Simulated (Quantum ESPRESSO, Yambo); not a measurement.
# CdSe (F-43m): G0W0 with Yambo, start to end, part 2 of 3

Aim: the G0W0 gap of CdSe (F-43m) on PBE, step by step.

Quantum ESPRESSO 7.5 and Yambo 5.3.0; PBE and many-body steps on it, plane waves. Known limits of the many-body steps: not at the basis limit; no spin-orbit coupling; coarse k mesh.

So far. Step 2 (Ground state): The gap is direct, at Γ. Step 3 (Bands along the symmetry lines): The gap is 0.643 eV, as in the run before at this level.

**4. Empty states on the mesh, 4×4×4 mesh, 147 bands**

Level of this step: DFT, PBE, plane waves, norm-conserving pseudopotentials (Quantum ESPRESSO).

The sums over transitions need many empty states on a uniform mesh; this step solves for them.

pw.in

```
&control
  calculation = 'nscf'
  prefix = 'x'
  outdir = 'o'
  pseudo_dir = 'pseudo'
/
&system
  ibrav = 0
  nat = 2
  ntyp = 2
  ecutwfc = 104.0
  nbnd = 147
  force_symmorphic = .true.
/
&electrons
  conv_thr = 1e-9
  electron_maxstep = 80
  diago_full_acc = .true.
  diago_thr_init = 5e-6
/
ATOMIC_SPECIES
  Cd 112.41 Cd.upf
  Se 78.971 Se.upf
CELL_PARAMETERS angstrom
  0.0000000000 3.0250000000 3.0250000000
  3.0250000000 0.0000000000 3.0250000000
  3.0250000000 3.0250000000 0.0000000000
ATOMIC_POSITIONS crystal
  Cd 0.0000000000 0.0000000000 0.0000000000
  Se 0.7500000000 0.7500000000 0.7500000000
K_POINTS automatic
  4 4 4 0 0 0
```

Launch:

```bash
> OMP_NUM_THREADS=1 mpirun -n 4 pw.x -nk 4 -in pw.in > pw.out
```

Log:

```text
[banner, memory and clock lines left out]
Program PWSCF v.7.5 starts

     Atomic positions and unit cell read from directory:
     o/x.save/

     Message from routine setup:
     using ibrav=0 with symmetry is DISCOURAGED, use correct ibrav instead

     G-vector sticks info

     bravais-lattice index     =            0
     lattice parameter (alat)  =       8.0842  a.u.
     unit-cell volume          =     373.5964 (a.u.)^3
     number of atoms/cell      =            2
     number of atomic types    =            2
     number of electrons       =        44.00
     number of Kohn-Sham states=          147
     kinetic-energy cutoff     =     104.0000  Ry
     charge density cutoff     =     416.0000  Ry
     Exchange-correlation= PBE
                           (   1   4   3   4   0   0   0)

     celldm(1)=   8.084241  celldm(2)=   0.000000  celldm(3)=   0.000000
     celldm(4)=   0.000000  celldm(5)=   0.000000  celldm(6)=   0.000000

     crystal axes: (cart. coord. in units of alat)
               a(1) = (   0.000000   0.707107   0.707107 )
               a(2) = (   0.707107   0.000000   0.707107 )
               a(3) = (   0.707107   0.707107   0.000000 )

     reciprocal axes: (cart. coord. in units 2 pi/alat)
               b(1) = ( -0.707107  0.707107  0.707107 )
               b(2) = (  0.707107 -0.707107  0.707107 )
               b(3) = (  0.707107  0.707107 -0.707107 )
     Pseudo is Norm-conserving + core correction, Zval = 20.0
     Generated using ONCVPSP code by D. R. Hamann
     Using radial grid of 1368 points,  6 beta functions with:
     Pseudo is Norm-conserving + core correction, Zval = 24.0
     Generated using ONCVPSP code by D. R. Hamann
     Using radial grid of 1214 points,  6 beta functions with:
     Cd               20.00   112.41000     Cd( 1.00)
     Se               24.00    78.97100     Se( 1.00)

     24 Sym. Ops. (no inversion) found

   Cartesian axes

     site n.     atom                  positions (alat units)
         1        Cd     tau(   1) = (   0.0000000   0.0000000   0.0000000  )
         2        Se     tau(   2) = (   1.0606602   1.0606602   1.0606602  )

     number of k points=     8
                       cart. coord. in units 2pi/alat
        k(    1) = (   0.0000000   0.0000000   0.0000000), wk =   0.0312500
        k(    2) = (   0.1767767   0.1767767  -0.1767767), wk =   0.2500000
        k(    3) = (  -0.3535534  -0.3535534   0.3535534), wk =   0.1250000
[...]
k(    7) = (  -0.7071068   0.0000000   0.0000000), wk =   0.0937500
        k(    8) = (  -0.7071068   0.3535534   0.0000000), wk =   0.1875000

     Dense  grid:    53497 G-vectors     FFT dimensions: (  54,  54,  54)

     The potential is recalculated from file :
     o/x.save/charge-density

     Starting wfcs are   23 randomized atomic wfcs +  124 random wfcs

     Band Structure Calculation

     End of band structure calculation

          k = 0.0000 0.0000 0.0000 (  6735 PWs)   bands (ev):

  -198.7240-138.2021-138.2021-138.2021 -93.3810 -54.4430 -54.4430 -54.4430
   -38.3759 -38.3759 -38.3759 -38.3722 -38.3722  -4.3449   0.3513   0.3513
     0.3513   0.7425   0.7425   8.3376   8.3376   8.3376   8.9804  14.2838
    14.2838  14.2838  18.2020  19.5140  19.5140  20.4439  20.4439  20.4439
[...]
[... 7 further rows ...]
[...]
98.9802  98.9802 102.1276

          k = 0.1768 0.1768-0.1768 (  6684 PWs)   bands (ev):

  -198.7240-138.2021-138.2021-138.2021 -93.3810 -54.4432 -54.4431 -54.4431
[...]
[... 7 further rows ...]
[...]
98.9556  98.9557 100.0295

          k =-0.3536-0.3536 0.3536 (  6658 PWs)   bands (ev):

  -198.7240-138.2021-138.2021-138.2021 -93.3810 -54.4433 -54.4431 -54.4431
[...]
59.1124  59.2374  60.0945  60.0945  61.0949  61.0949  61.8136  61.8683
     [... 7 further rows ...]
    95.6363  95.6363  95.9525  95.9525  96.4256  97.4952  97.4952  99.2632
   100.3883 100.4579 100.4579

          k = 0.3536 0.0000 0.0000 (  6715 PWs)   bands (ev):

     [... further k-points ...]

     highest occupied, lowest unoccupied level (ev):     8.3376    8.9804

     XML data file, pseudopotentials, collected wavefunctions
```

Wall time 22 s (4 MPI ranks of Arm Neoverse V1, shared host); peak memory 0.54 GiB.

Numbers from this step:

```
gap                                                           : 0.6428 eV
k of the valence top                                          : 0, 0, 0
k of the conduction bottom                                    : 0, 0, 0
least direct gap                                              : 0.6428 eV
k points computed                                             : 8
lowest point of the top converged band, above the valence top : 91.6918 eV
```

On this mesh the gap is 0.643 eV.

**5. Conversion and set-up**

This step: Yambo 5.3.0; conversion and set-up on PBE, plane waves, norm-conserving pseudopotentials.

The states are converted to the many-body program's format and the q mesh is built.

Launch:

```bash
> (cd o/x.save; p2y > p2y.log; mv SAVE ../..); yambo > setup.log
```

Log:

```text
 Yambo, version 5.3.0

 [02] CORE Variables Setup
 =========================

  [02.01] Unit cells
  ==================

  Cell kind             :  FCC
  Atoms in the cell     :  Cd  Se
  number of Cd atoms    :  1
  number of Se atoms    :  1

  List of atomic masses
  Mass of Cd    :  112.4100
  Mass of Se    :  78.97100

  List of atomic coordinates    : [cc]
  Cd1       :  0.000000  0.000000  0.000000  order 1
  Se1       :  8.574632  8.574632  8.574632  order 2

  Alat factors          :  5.716422  5.716422  5.716422 [a.u.]
  Direct lattice volume :  373.5964 [a.u.]
  Direct lattice vectors:  A[ 1 ]  A[ 2 ]  A[ 3 ]
   A[ 1 ]:  0.000000  1.000000  1.000000  [iru]
   0.000000  5.716422  5.716422  [cc]
   A[ 2 ]:  1.000000  0.000000  1.000000  [iru]
   5.716422  0.000000  5.716422  [cc]
   A[ 3 ]:  1.000000  1.000000  0.000000  [iru]
   5.716422  5.716422  0.000000  [cc]

  Recip. lattice volume :  0.663952 [a.u.]
  Recip. lattice vectors:  B[ 1 ]  B[ 2 ]  B[ 3 ]
   B[ 1 ]: -0.500000  0.500000  0.500000  [iku]
  -0.549573  0.549573  0.549573  [cc]
   B[ 2 ]:  0.500000 -0.500000  0.500000  [iku]
   0.549573 -0.549573  0.549573  [cc]
   B[ 3 ]:  0.500000  0.500000 -0.500000  [iku]
   0.549573  0.549573 -0.549573  [cc]

  [02.02] Symmetries
  ==================

  Inversion symmetry    : yes
  Spatial inversion     : no
  Inversion index       :  25
  K-space Time-reversal : yes
  Magnetic symmetries   : no
  Time-reversal derived K-space symmetries:   25   48
  Group table correct   : yes
  Symmetries units      :  [cc]

   [S  1]:   1.0000     -0.30397E-16 -0.30397E-16 -0.30397E-16   1.0000      0.30397E-16  0.30397E-16  0.30397E-16   1.0000
   [S  2]:  -1.0000      0.30397E-16 -0.30397E-16  0.30397E-16  -1.0000      0.30397E-16 -0.30397E-16 -0.30397E-16   1.0000
   [S  3]:  -1.0000     -0.30397E-16  0.30397E-16  0.30397E-16   1.0000     -0.30397E-16 -0.30397E-16  0.30397E-16  -1.0000
[...]
[S  9]: -0.30397E-16   1.0000     -0.30397E-16  0.30397E-16 -0.30397E-16   1.0000       1.0000      0.30397E-16  0.30397E-16
   [S 10]: -0.30397E-16  -1.0000      0.30397E-16  0.30397E-16  0.30397E-16  -1.0000       1.0000     -0.30397E-16 -0.30397E-16
     [... 36 further rows ...]
   [S*47]:   1.0000     -0.30397E-16  0.30397E-16 -0.30397E-16  0.30397E-16  -1.0000      0.30397E-16   1.0000     -0.30397E-16
   [S*48]:   1.0000      0.30397E-16 -0.30397E-16 -0.30397E-16 -0.30397E-16   1.0000      0.30397E-16  -1.0000      0.30397E-16

  [02.03] Reciprocal space
  ========================

  nG shells         :   462
  nG charge         :   53497
  nG WFs            :   7773
  nC WFs            :   6735
  G-vecs. in first 46 shells:  [ Number ]
     1    9   15   27   51   59   65   89  113
    137   169   181   229   259   283   307   331   339
    387   411   459   531   537   561   609   645   701
[...]
1639
  ...
[...]
K/Q-points units:
  rlu = crystal or reduced units; cc = cartesian coordinates; iku = interal k-units

  K [1]          [rlu]:  0.000000  0.000000  0.000000
         WF components:   6735
  K [2]          [rlu]: -0.11418E-16 -0.11418E-16  0.25000
         WF components:   6684
  K [3]          [rlu]:  0.22836E-16  0.22836E-16 -0.50000
         WF components:   6658
  K [4]          [rlu]: -0.77583E-17  0.25000      0.25000
         WF components:   6715
  K [5]          [rlu]:  0.90027E-17  0.25000     -0.50000
         WF components:   6712
  [... 2 further k-points ...]
  K [8]          [rlu]:  0.250000 -0.500000 -0.250000
         WF components:   6688

  [02.05] Energies & Occupations
  ==============================

  [X] === General ===
  [X] Electronic Temperature                        :  0.000000  0.000000 [eV K]
  [X] Bosonic    Temperature                        :  0.000000  0.000000 [eV K]
  [X] Finite Temperature mode                       : no
  [X] El. density                                   :  0.79478E+24 [cm-3]
  [X] Fermi Level                                   :  8.337628 [eV]

  [X] === Gaps and Widths ===
  [X] Conduction Band Min                           :  0.642755 [eV]
  [X] Valence Band Max                              :  0.000000 [eV]
  [X] Filled Bands                                  :  22
  [X] Empty Bands                                   :   23  147
  [X] Direct Gap                                    :  0.642755 [eV]
  [X] Direct Gap localized at k                     :  1
  [X] Indirect Gap                                  :  0.642755 [eV]
  [X] Indirect Gap between kpts                     :  1  1
  [X] Last valence band width                       :  2.274404 [eV]
  [X] 1st conduction band width                     :  4.462916 [eV]

  E @ K [1]:  [eV]
  -207.0616 -146.5397 -146.5397 -146.5397 -101.7187  -62.7807  -62.7807  -62.7807
  -46.71355 -46.71355 -46.71355 -46.70980 -46.70980 -12.68252  -7.98634  -7.98634
   -7.9863      -7.5951      -7.5951     -0.80259E-09 -0.42436E-09   0.0000      0.64275       5.9462
[...]
occ @ K [1]
[...]
E @ K [2]:  [eV]
[...]
occ @ K [2]
[...]
E @ K [3]:  [eV]
[...]
occ @ K [3]
[...]
E @ K [4]:  [eV]
[...]
occ @ K [4]
[...]
E @ K [5]:  [eV]
[...]
occ @ K [5]
[...]
[... 2 further k-points ...]
  E @ K [8]:  [eV]
[...]
occ @ K [8]
[...]
0.000000  0.000000  0.000000  0.000000  0.000000  0.000000  0.000000  0.000000
   0.000000  0.000000  0.000000  0.000000  0.000000  0.000000  0.000000  0.000000

 [03] Transferred momenta grid and indexing
 ==========================================

 IBZ Q-points                                      :   8
 BZ  Q-points                                      :   64

 K/Q-points units:
 rlu = crystal or reduced units; cc = cartesian coordinates; iku = interal k-units

 Q [1]          [rlu]:  0.000000  0.000000  0.000000
 Q [2]          [rlu]: -0.89146E-17 -0.89146E-17  0.25000
 Q [3]          [rlu]:  0.17829E-16  0.17829E-16 -0.50000
[...]
Q [7]          [rlu]:  0.66020E-16 -0.50000     -0.50000
 Q [8]          [rlu]:  0.250000 -0.500000 -0.250000

  [03.01] X indexes
  =================

   [03.01.01] Sigma indexes
   ========================

 [06] Game Over & Game summary
```

It took 3.4 s on 1 MPI rank; peak memory 0.26 GiB.

(Part 2 of 3 ends here.)

[Paths, hosts, dates, memory and timing lines, banners, echoed tables and standing remarks are left out of the program output.]

[Logs are printed without paths, hosts, clocks, repeated set-up lines and the standing remarks that a program may print on its own settings, such as how far it seeks lower states.]

[Runs of the session that timed out or met a known fault of the program may be left out.]

[Hosts, paths, dates, database ids (printed as entryN), source tags and the programs' standing remarks are cut or masked in the printed files.]
